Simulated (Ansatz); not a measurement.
Reactions of `CCC[SiH2]Cl`.

Isolated molecules relaxed with PBE0-D4/def2-TZVP in Ansatz; ΔE leaves out vibrations. CCSD(T)/CBS adds triple-zeta CCSD(T) − MP2 to the extrapolated MP2 energy (def2 sets, frozen cores). This one scheme is used for every species. Functionals use def2-TZVPP. B3LYP here is the variant with VWN-RPA as its local correlation; programs differ in this. def2 core potentials past Kr. For As, Ge, I, Te outer-core shells are correlated without core-valence functions, which leaves a few kJ/mol of doubt a bond. Scalar relativity is left out up to krypton. One conformer a species, not always the lowest.

```json
{"reaction": "`CCC[SiH2]Cl` + `[NH2][GeH2][CH2]O` → `[NH2][GeH2][SiH2]Cl` + `CCCCO`", "MP2/CBS(def2) (eV)": "0.16", "B3LYP-D4 (eV)": "0.07", "B2PLYP (eV)": "0.08", "HF/CBS(def2) (eV)": "-0.08", "CCSD(T)/CBS(def2) (eV)": "0.09"}
{"reaction": "`CCC[SiH2]Cl` + HI → `CCI` + `C[SiH2]Cl`", "MP2/CBS(def2) (eV)": "-0.18", "B3LYP-D4 (eV)": "-0.11", "B2PLYP (eV)": "-0.14", "HF/CBS(def2) (eV)": "-0.10", "CCSD(T)/CBS(def2) (eV)": "-0.13"}
{"reaction": "`CCC[SiH2]Cl` → `CC(C)[SiH2]Cl`", "MP2/CBS(def2) (eV)": "0.02", "B3LYP-D4 (eV)": "0.03", "B2PLYP (eV)": "0.05", "HF/CBS(def2) (eV)": "0.10", "CCSD(T)/CBS(def2) (eV)": "0.03"}
{"reaction": "`CCC[SiH2]Cl` + H₂Te → `CCC[TeH]` + `[SiH3]Cl`", "MP2/CBS(def2) (eV)": "0.31", "B3LYP-D4 (eV)": "0.40", "B2PLYP (eV)": "0.37", "HF/CBS(def2) (eV)": "0.39", "CCSD(T)/CBS(def2) (eV)": "0.35"}
{"reaction": "`CCC[SiH2]Cl` + `[SiH3][AsH2]` → `CC[AsH][SiH3]` + `C[SiH2]Cl`", "MP2/CBS(def2) (eV)": "-0.20", "B3LYP-D4 (eV)": "-0.15", "B2PLYP (eV)": "-0.16", "HF/CBS(def2) (eV)": "-0.10", "CCSD(T)/CBS(def2) (eV)": "-0.15"}
{"reaction": "`CCC[SiH2]Cl` + HI → `Cl[SiH2]CI` + ethane", "MP2/CBS(def2) (eV)": "-0.06", "B3LYP-D4 (eV)": "0.02", "B2PLYP (eV)": "0.02", "HF/CBS(def2) (eV)": "0.07", "CCSD(T)/CBS(def2) (eV)": "-0.01"}
{"reaction": "`CCC[SiH2]Cl` + H₂S → `S[SiH2]Cl` + propane", "MP2/CBS(def2) (eV)": "-0.64", "B3LYP-D4 (eV)": "-0.63", "B2PLYP (eV)": "-0.65", "HF/CBS(def2) (eV)": "-0.67", "CCSD(T)/CBS(def2) (eV)": "-0.61"}
{"reaction": "`CCC[SiH2]Cl` + H₂O → `CCC[SiH2]O` + HCl", "MP2/CBS(def2) (eV)": "0.23", "B3LYP-D4 (eV)": "0.14", "B2PLYP (eV)": "0.14", "HF/CBS(def2) (eV)": "0.12", "CCSD(T)/CBS(def2) (eV)": "0.19"}
{"reaction": "`CCC[SiH2]Cl` + `O[SiH](O)F` → `O[SiH](F)O[SiH2]Cl` + propane", "MP2/CBS(def2) (eV)": "-1.25", "B3LYP-D4 (eV)": "-1.30", "B2PLYP (eV)": "-1.29", "HF/CBS(def2) (eV)": "-1.49", "CCSD(T)/CBS(def2) (eV)": "-1.25"}
{"reaction": "`CCC[SiH2]Cl` + `CO[SiH2]N` → `CO[SiH2]N[SiH2]Cl` + propane", "MP2/CBS(def2) (eV)": "-0.76", "B3LYP-D4 (eV)": "-0.79", "B2PLYP (eV)": "-0.77", "HF/CBS(def2) (eV)": "-0.85", "CCSD(T)/CBS(def2) (eV)": "-0.75"}
```

Largest T1 diagnostic: 0.011, for `O[SiH](O)F`.
